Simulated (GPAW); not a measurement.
A run of GPAW 26.7.0 is set up as follows.

Contents of run.py:

```python
from ase.eos import EquationOfState
from ase.io import Trajectory
from ase.spacegroup import crystal
from ase.units import GPa
from gpaw import GPAW, PW, setup_paths

setup_paths.insert(0, '.')

# Sc 2c
atoms = crystal(['Sc'],
                basis=[[0.6666666667, 0.3333333333, 0.75]],
                spacegroup=194, setting=1,  # P6_3/mmc
                cellpar=[3.309, 3.309, 5.2733, 90.0, 90.0, 120.0],
                primitive_cell=True)

traj = Trajectory('eos.traj', 'w')
volumes, energies = [], []
for x in [0.94, 0.96, 0.98, 1.0, 1.02, 1.04, 1.06]:
    a = atoms.copy()
    a.set_cell(atoms.cell * x**(1 / 3), scale_atoms=True)
    calc = GPAW(mode=PW(600),
                xc='PBE',
                kpts={'size': (7, 7, 4), 'gamma': True},
                occupations={'name': 'fermi-dirac', 'width': 0.05},
                setups={'Sc': 'jth'},
                nbands=-12,
                convergence={'density': 1e-05, 'energy': 1e-05},
                maxiter=150,
                txt=f'eos-{x:.2f}.txt')
    a.calc = calc
    energies.append(a.get_potential_energy(force_consistent=True))
    volumes.append(a.get_volume())
    p = -a.get_stress()[:3].mean() / GPa
    calc.write(f'eos-{x:.2f}.gpw')
    traj.write(a)
    print(f'{x:.2f} {volumes[-1]:10.4f} A^3 {energies[-1]:14.6f} eV {p:9.3f} GPa', flush=True)

v0, e0, B = EquationOfState(volumes, energies, eos='birchmurnaghan').fit()
print(f'V0 = {v0:.4f} A^3, E0 = {e0:.6f} eV, B0 = {B / GPa:.2f} GPa')
```

Potentials or basis: JTH PAW 2.0, PBE, pw.

The run is started by

```bash
$ OMP_NUM_THREADS=1 python run.py
```

**Question.** Estimate the equilibrium volume.

**Answer.** 24.61 Å³/atom.

**Question.** Predict the pressure derivative of the bulk modulus.

**Answer.** 3.3.

Energy against volume, from the lowest point:
```
volume (Å³/atom)  energy (meV/atom)
          23.502               8.98
          24.002               2.57
          24.502               0.00
          25.002               0.95
          25.502               5.14
          26.002              12.32
          26.502              22.15
```

Caveat: the program truncates these outside data sets; the cell was scaled at fixed shape and fractional positions, which overstates the stiffness of a crystal with free parameters, most of all of layers and chains.
